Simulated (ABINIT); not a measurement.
Crystal: TiTe2.

```
CELL_PARAMETERS angstrom
3.77700 0.00000 0.00000
-1.88850 3.27098 0.00000
0.00000 0.00000 6.49800
ATOMIC_POSITIONS crystal
Te 0.33333 0.66667 0.73720
Te 0.66667 0.33333 0.26280
Ti 0.00000 0.00000 0.00000
```

Base run:

| Property | Result |
| --- | --- |
| Program | ABINIT 10.8.3 (patched build) |
| Functional | rPW86PBE |
| Potentials or basis | JTH PAW PBE v2.0 |
| Cutoff | 408 eV |
| k mesh | 8 × 8 × 4 |
| Occupations | fermi-dirac, width 0.05 eV |
| Spin | no spin polarisation |

Its results: band gap on the k mesh none (metal or under the smearing width); pressure 4.8 GPa; largest force 0.176 eV/Å.

Problem. After a change of settings the same cell gave: band gap on the k mesh none (metal or under the smearing width); pressure 3.0 GPa; largest force 0.107 eV/Å. Which change was it?
A. functional from rPW86PBE to RPBE
B. functional from rPW86PBE to PBEsol; k mesh from 8 × 8 × 4 to 6 × 6 × 3
C. functional from rPW86PBE to LDA; potentials or basis from JTH PAW PBE v2.0 to JTH PAW LDA v2.0
D. functional from rPW86PBE to PBEsol; k mesh from 8 × 8 × 4 to 3 × 3 × 2

Solution. A.

Caveats: the PAW data sets were made with another functional, which shifts forces and pressure a little; this functional lacks dispersion, which binds the layers, so the pressure and a relaxed spacing across them are unreliable (some runs).

Not every run made on this cell is shown here.
